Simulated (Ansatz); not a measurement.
Crystal: I.

```
CELL_PARAMETERS angstrom
2.53835 -3.70662 0.00000
2.53835 3.70662 0.00000
-1.62087 0.00000 2.38110
ATOMIC_POSITIONS crystal
I 0.50000 0.50000 0.50000
```

| Quantity | Value |
| --- | --- |
| Program | Ansatz 0.2.0 |
| Task | single point |
| Functional | PBE |
| Potentials or basis | Ansatz PAW |
| Cutoff | 420 eV (not typed: the program's choice for these potentials) |
| k mesh | 7 × 7 × 11 |
| Occupations | fermi-dirac, width 0.05 eV |
| Spin | no spin polarisation |

On this cell: pressure 1.1 GPa; band gap on the k mesh none (metal or under the smearing width).

The same run follows on a disturbed copy (cell strained at random at fixed volume):

```xyz
1
Lattice="2.4412 -3.6483 -0.0117 2.6306 3.7780 -0.0649 -1.6552 -0.0585 2.4058" Properties=species:S:1:pos:R:3 pbc="T T T"
I     1.6868   -0.0071    1.2027
```

Question: What changes?

Answer: The energy (extrapolated to zero smearing) moves by -0.4 meV/atom; pressure 0.5 GPa; band gap on the k mesh none (metal or under the smearing width).

Stress tensor (GPa, compression positive):
```
 0.40 -0.15  0.03
-0.15  0.80  0.03
 0.03  0.03  0.30
```

Caveats: an odd number of electrons without spin polarisation forces a metal; a magnetic or distorted state may lie lower.
